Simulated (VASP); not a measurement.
# CaS (Oldhamite) (Fm-3m) in VASP: notebook

The runs below take CaS (Oldhamite) through single point, relaxation of cell and atoms, with LDA.

Everything below comes from runs of VASP 6.6.1. Logs are shortened: lines on timing, memory, paths and dates and some standing lists are left out, and cuts for length are marked.

## 1. The cell of the first run

Symmetry: Fm-3m, No. 225, cubic system. The conventional cell has a = 5.565 Å, b = 5.565 Å, c = 5.565 Å, α = 90.00°, β = 90.00°, γ = 90.00°. Ca (site symmetry m-3m) is surrounded by 6 S at 2.78 Å. S (site symmetry m-3m) has 6 Ca at 2.78 Å as nearest neighbours.

## 2. Single point, LDA (cell and atoms relaxed from 1.04 times the given volume)

The input, INCAR:

```
SYSTEM = CaS
PREC = Accurate
ENCUT = 520
EDIFF = 1E-6
ISMEAR = -1
SIGMA = 0.02
LREAL = .FALSE.
LASPH = .TRUE.
NELM = 60
ALGO = Fast
ISIF = 2
LWAVE = .FALSE.
LCHARG = .TRUE.
LELF = .TRUE.
LVHAR = .TRUE.
NBANDS = 15
```

The input, KPOINTS:

```
Automatic mesh
0
G
  8 8 8
  0 0 0
```

The input, POSCAR:

```
CaS
1.0
    0.0000000000      2.7825264648      2.7825264648
    2.7825264648      0.0000000000      2.7825264648
    2.7825264648      2.7825264648      0.0000000000
Ca S
1 1
Direct
    0.0000000000      0.0000000000      0.0000000000
    0.5000000000      0.5000000000      0.5000000000
```

Potentials or basis: VASP PAW LDA potentials, release 64 (Ca_sv, S).

Launch:

```bash
> cat potpaw_LDA.64/Ca_sv/POTCAR potpaw_LDA.64/S/POTCAR > POTCAR
> mpirun -np 1 vasp_std > vasp.out
```

OUTCAR:

```text
SYSTEM = CaS
   PREC = Accurate
   ENCUT = 520
   EDIFF = 1E-6
   ISMEAR = -1
   LREAL = .FALSE.
   LASPH = .TRUE.
   NELM = 60
   ISIF = 2

 ion  position               nearest neighbor table
   1  0.000  0.000  0.000-   2 2.78   2 2.78   2 2.78   2 2.78   2 2.78   2 2.78
   2  0.500  0.500  0.500-   1 2.78   1 2.78   1 2.78   1 2.78   1 2.78   1 2.78

  LATTYP: Found a face centered cubic cell.
 ALAT       =     5.5650529296

  Lattice vectors:

 A1 = (   0.0000000000,   2.7825264648,   2.7825264648)
 A2 = (   2.7825264648,   0.0000000000,   2.7825264648)
 A3 = (   2.7825264648,   2.7825264648,   0.0000000000)

Analysis of symmetry for initial positions (statically):
=====================================================================
 Subroutine PRICEL returns:
 Original cell was already a primitive cell.

 Routine SETGRP: Setting up the symmetry group for a
 face centered cubic supercell.

 Subroutine GETGRP returns: Found 48 space group operations
 (whereof 48 operations were pure point group operations)
 out of a pool of 48 trial point group operations.

The static configuration has the point symmetry O_h .

Analysis of symmetry for dynamics (positions and initial velocities):
=====================================================================
 Subroutine PRICEL returns:
 Original cell was already a primitive cell.

 Routine SETGRP: Setting up the symmetry group for a
 face centered cubic supercell.

 Subroutine GETGRP returns: Found 48 space group operations
 (whereof 48 operations were pure point group operations)
 out of a pool of 48 trial point group operations.

The dynamic configuration has the point symmetry O_h .

 Subroutine INISYM returns: Found 48 space group operations
 (whereof 48 operations are pure point group operations),
 and found     1 'primitive' translations

----------------------------------------------------------------------------------------

                                     Primitive cell

  volume of cell :      43.0872

  direct lattice vectors                    reciprocal lattice vectors
     0.000000000  2.782526465  2.782526465    -0.179692810  0.179692810  0.179692810
     2.782526465  0.000000000  2.782526465     0.179692810 -0.179692810  0.179692810
     2.782526465  2.782526465  0.000000000     0.179692810  0.179692810 -0.179692810

  length of vectors
     3.935086664  3.935086664  3.935086664     0.311237077  0.311237077  0.311237077

  position of ions in fractional coordinates (direct lattice)
     0.000000000  0.000000000  0.000000000
     0.500000000  0.500000000  0.500000000

  ion indices of the primitive-cell ions
   primitive index   ion index
                 1           1
                 2           2

----------------------------------------------------------------------------------------

 KPOINTS: Automatic mesh

Automatic generation of k-mesh.
 Grid dimensions read from file:
 generate k-points for:    8    8    8

 Generating k-lattice:

  Cartesian coordinates                     Fractional coordinates (reciprocal lattice)
    -0.022461601  0.022461601  0.022461601     0.125000000  0.000000000  0.000000000
     0.022461601 -0.022461601  0.022461601     0.000000000  0.125000000  0.000000000
     0.022461601  0.022461601 -0.022461601     0.000000000  0.000000000  0.125000000

  Length of vectors
     0.038904635  0.038904635  0.038904635

  Shift w.r.t. Gamma in fractional coordinates (k-lattice)
     0.000000000  0.000000000  0.000000000

 Subroutine IBZKPT returns following result:
 ===========================================

 Found     29 irreducible k-points:

 Following reciprocal coordinates:
            Coordinates               Weight
  0.000000  0.000000  0.000000      1.000000
  0.125000  0.000000  0.000000      8.000000
  0.250000  0.000000  0.000000      8.000000
  0.375000  0.000000  0.000000      8.000000
  0.500000  0.000000  0.000000      4.000000
  0.125000  0.125000  0.000000      6.000000
[... 16 lines left out ...]
  0.500000  0.250000  0.125000     48.000000
 -0.375000  0.250000  0.125000     24.000000
 [... further k-points ...]
   k-points           NKPTS =     29   k-points in BZ     NKDIM =     29   number of bands    NBANDS=     15
   number of dos      NEDOS =    301   number of ions     NIONS =      2
   total plane-waves  NPLWV =  27000
   dimension x,y,z NGX =    30 NGY =   30 NGZ =   30
   dimension x,y,z NGXF=    60 NGYF=   60 NGZF=   60
   ions per type =               1   1
   NGX,Y,Z   is equivalent  to a cutoff of  12.67, 12.67, 12.67 a.u.
   NGXF,Y,Z  is equivalent  to a cutoff of  25.35, 25.35, 25.35 a.u.
 SYSTEM =  CaS
   PREC   = accura    normal or accurate (medium, high low for compatibility)
   ISTART =      0    job   : 0-new  1-cont  2-samecut
   ICHARG =      2    charge: 1-file 2-atom 10-const
   ISPIN  =      1    spin polarized calculation?
   LNONCOLLINEAR =      F non collinear calculations
   LSORBIT =      F    spin-orbit coupling
   LASPH  =      T    aspherical Exc in radial PAW
   ENCUT  =  520.0 eV  38.22 Ry    6.18 a.u.   7.32  7.32  7.32*2*pi/ulx,y,z
   NELM   =     60;   NELMIN=  2; NELMDL= -5     # of ELM steps
   EDIFF  = 0.1E-05   stopping-criterion for ELM
   LREAL  =      F    real-space projection
   EDIFFG = 0.1E-04   stopping-criterion for IOM
   NSW    =      0    number of steps for IOM
   IBRION =     -1    ionic relax: 0-MD 1-quasi-New 2-CG
   NFREE  =      0    steps in history (QN), initial steepest desc. (CG)
   ISIF   =      2    stress and relaxation
   ISYM   =      2    0-nonsym 1-usesym 2-fastsym
   POTIM  = 0.5000    time-step for ionic-motion
   TEBEG  =    0.0;   TEEND  =   0.0 temperature during run
   PSTRESS=    0.0 pullay stress
   NELECT =      16.0000    total number of electrons
   NUPDOWN=      -1.0000    fix difference up-down
   EMIN   =  10.00;   EMAX   =-10.00  energy-range for DOS
   EFERMI =   0.00;   METHOD = LEGACY
   ISMEAR =    -1;   SIGMA  =   0.02  broadening in eV -4-tet -1-fermi 0-gaus
   EFERMI_NEDOS =   21; number of points for ismear=-14 and -15
   IALGO  =     68    algorithm
   IMIX   =      4    mixing-type and parameters
     AMIX     =   0.40;   BMIX     =  1.00
     AMIX_MAG =   1.60;   BMIX_MAG =  1.00
  volume/ion in A,a.u.               =      21.54       145.38
  Fermi-wavevector in a.u.,A,eV,Ry     =   1.176699  2.223639 18.838918  1.384621
  Thomas-Fermi vector in A             =   2.313059
   LORBIT       =      0    0 simple, 1 ext, 2 COOP (PROOUT), +10 PAW based schemes
   GGA     = CA    functional components
   LHFCALC =     F    Hartree Fock is set to
   AEXX    =    0.0000 exact exchange contribution
   IVDW    =     0    specifies the selected vdW correction
   LEPSILON=     F    determine dielectric tensor
   LRPA    =     F    only Hartree local field effects (RPA)
 non-spin polarized calculation
 RMM-DIIS sequential band-by-band and
  energy-cutoff  :      520.00
  volume of cell :       43.09
 maximum number of plane-waves:      1211
 NGX is ok and might be reduce to    30
   NGX = 15   NGY = 15   NGZ = 15

 number of electron      15.9999997 magnetization

 Free energy of the ion-electron system (eV)
  ---------------------------------------------------
  ext. energy  EPLUGINS =         0.00000000
  ---------------------------------------------------
  free energy    TOTEN  =       -11.43359045 eV

  energy without entropy =      -11.43359045  energy(sigma->0) =      -11.43359045

 E-fermi :   3.5320     XC(G=0):  -9.9961

 val. band max:        3.0788746088   @ k =   0.0000   0.0000   0.0000
 cond. band min:       5.0417150118   @ k =   0.5000   0.5000   0.0000
 fundamental gap:      1.9628404030
 Fermi energy:         3.5320200809

 k-point     1 :       0.0000    0.0000    0.0000
  band No.  band energies     occupation
      1     -35.4385      2.00000
      2     -16.7251      2.00000
      3     -16.7251      2.00000
      4     -16.7251      2.00000
      5      -8.4532      2.00000
      6       3.0789      2.00000
      7       3.0789      2.00000
      8       3.0789      2.00000
      9       7.0117      0.00000
     10       7.0117      0.00000
     11       7.0117      0.00000
     12       7.4103      0.00000
     13       7.7169      0.00000
     14       7.7169      0.00000
     15      13.8638      0.00000

 k-point     2 :       0.1250    0.0000    0.0000
  band No.  band energies     occupation
      1     -35.4358      2.00000
      2     -16.7624      2.00000
      3     -16.7278      2.00000
      4     -16.7278      2.00000
      5      -8.3208      2.00000
      6       2.3435      2.00000
      7       2.8061      2.00000
      8       2.8061      2.00000
      9       7.0559      0.00000
     10       7.2663      0.00000
     11       7.2663      0.00000
     12       8.1879      0.00000
     13       8.1879      0.00000
     14       8.1949      0.00000
     15      14.1550      0.00000

 k-point     3 :       0.2500    0.0000    0.0000
  band No.  band energies     occupation
      1     -35.4295      2.00000
      2     -16.8500      2.00000
      3     -16.7342      2.00000
      4     -16.7342      2.00000
      5      -7.9838      2.00000
      6       1.0590      2.00000
      7       2.2866      2.00000
      8       2.2866      2.00000
      9       7.2076      0.00000
     10       7.9083      0.00000
     11       7.9083      0.00000
     12       9.3381      0.00000
     13       9.3381      0.00000
     14       9.5870      0.00000
     15      13.7100      0.00000
[... 343 lines left out ...]
 k-point    23 :       0.5000    0.2500    0.1250
  band No.  band energies     occupation
      1     -35.4197      2.00000
      2     -16.9050      2.00000
      3     -16.7911      2.00000
      4     -16.7553      2.00000
      5      -7.6079      2.00000
      6       0.3113      2.00000
      7       1.6035      2.00000
      8       1.8447      2.00000
      9       7.2174      0.00000
     10       8.9773      0.00000
     11       9.2565      0.00000
     12       9.4134      0.00000
     13      10.1177      0.00000
     14      11.7832      0.00000
     15      12.1344      0.00000

 k-point    24 :      -0.3750    0.2500    0.1250
  band No.  band energies     occupation
      1     -35.4176      2.00000
      2     -16.9228      2.00000
      3     -16.7956      2.00000
      4     -16.7620      2.00000
      5      -7.5124      2.00000
      6       0.1663      2.00000
      7       1.3988      2.00000
      8       1.7441      2.00000
      9       7.9653      0.00000
     10       8.3045      0.00000
     11       9.5761      0.00000
     12       9.9908      0.00000
     13      10.2745      0.00000
     14      11.2506      0.00000
     15      12.7382      0.00000

 [... further k-points ...]

------------------------ aborting loop because EDIFF is reached ----------------------------------------

  FORCE on cell =-STRESS in cart. coord.  units (eV):
  Direction    XX          YY          ZZ          XY          YZ          ZX
  --------------------------------------------------------------------------------------
  -------------------------------------------------------------------------------------
  Total        0.0588058      0.0588058      0.0588058      0.0000000      0.0000000      0.0000000
  in kB        2.1866668      2.1866668      2.1866668      0.0000000      0.0000000      0.0000000
  external PRESSURE =       2.1866668 kB  Pullay stress =       0.0000000 kB

 VOLUME and BASIS-vectors are now :
 -----------------------------------------------------------------------------
  energy-cutoff  :      520.00
  volume of cell :       43.09
      direct lattice vectors                 reciprocal lattice vectors
     0.000000000  2.782526465  2.782526465    -0.179692810  0.179692810  0.179692810
     2.782526465  0.000000000  2.782526465     0.179692810 -0.179692810  0.179692810
     2.782526465  2.782526465  0.000000000     0.179692810  0.179692810 -0.179692810

 POSITION                                       TOTAL-FORCE (eV/Angst)
 -----------------------------------------------------------------------------------
      0.00000      0.00000      0.00000         0.000000      0.000000      0.000000
      2.78253      2.78253      2.78253        -0.000000     -0.000000     -0.000000
 -----------------------------------------------------------------------------------
    total drift:                               -0.000000      0.000000      0.000000

  FREE ENERGIE OF THE ION-ELECTRON SYSTEM (eV)
  ---------------------------------------------------
  free  energy   TOTEN  =       -11.4335904459 eV

  energy  without entropy=      -11.4335904459  energy(sigma->0) =      -11.43359045
```

Run time: 10 s. Hardware: 1 thread of AMD EPYC 9R45 (Zen 5), shared host; peak memory 0.12 GiB.

Results:

```yaml
Free_energy: -11.4336 eV
Pressure: 0.2 GPa
Band_gap_on_the_k_mesh: 1.96 eV, indirect (least direct gap 2.83 eV)
```

A k mesh can miss the band edges.

## 3. Relaxation of cell and atoms, LDA (cell and atoms relaxed from 1.04 times the given volume)

The input, INCAR:

```
PREC = Accurate
ENCUT = 600
EDIFF = 1E-6
ISMEAR = -1
SIGMA = 0.02
LREAL = False
LASPH = True
NELM = 80
ALGO = Normal
ISIF = 3
LWAVE = False
LCHARG = False
GGA = CA
IBRION = 2
NSW = 100
EDIFFG = -0.005
```

The input, KPOINTS:

```
Automatic mesh
0
Gamma
  8 8 8
```

The input, POSCAR:

```
CaS
1.0
    0.0000000000      2.8804121851      2.8804121851
    2.8804121851      0.0000000000      2.8804121851
    2.8804121851      2.8804121851      0.0000000000
Ca S
1 1
Direct
    0.0000000000      0.0000000000      0.0000000000
    0.5000000000      0.5000000000      0.5000000000
```

Potentials or basis: VASP PAW LDA potentials, release 64 (Ca_sv, S).

Launch:

```bash
> cat potpaw_LDA.64/Ca_sv/POTCAR potpaw_LDA.64/S/POTCAR > POTCAR
> mpirun -np 1 vasp_std > vasp.out
```

Wall time 26 s (1 thread of AMD EPYC 9R45 (Zen 5), shared host); peak memory 0.16 GiB.

It converged, with:

* Free energy: -11.4344 eV
* Relaxed volume: 21.63 Å³/atom
* Relaxed cell: a = 3.940 Å, b = 3.940 Å, c = 3.940 Å, α = 60.00°, β = 60.00°, γ = 60.00°
* Space group after relaxing (to 0.05 Å): Fm-3m (No. 225)
* Energy gained by relaxing: 42.1 meV/atom
* Ionic steps: 3
* Pressure after relaxing: 0.0 GPa
* Band gap on the k mesh: 1.97 eV, indirect (least direct gap 2.84 eV)

The path:
| step | energy change (eV) | largest force (eV/Å) | pressure (GPa) | volume (Å³) |
| --- | --- | --- | --- | --- |
| 1 | 0.0000 | 0.0000 | -5.47 | 47.80 |
| 2 | -0.0803 | 0.0000 | 1.47 | 42.37 |
| 3 | -0.0843 | 0.0000 | 0.01 | 43.25 |

Final structure:
```xyz
2
Lattice="0.0000 2.7861 2.7861 2.7861 0.0000 2.7861 2.7861 2.7861 0.0000" Properties=species:S:1:pos:R:3 pbc="T T T"
Ca    0.0000    0.0000    0.0000
S     2.7861    2.7861    2.7861
```

Levels at points of the mesh, in eV from the valence-band top:
```tsv
k point	band 5	band 6	band 7	band 8	band 9	band 10	band 11	band 12
(0.00, 0.00, 0.00)	-11.52	0.00	0.00	0.00	3.94	3.94	3.94	4.31
(0.50, 0.00, 0.00)	-10.52	-3.42	-1.34	-1.34	5.15	6.10	6.21	6.21
(0.50, 0.50, 0.00)	-10.81	-2.45	-0.87	-0.87	1.97	5.58	6.10	6.88
```

A k mesh can miss the band edges. LDA usually gives volumes a few per cent too small.
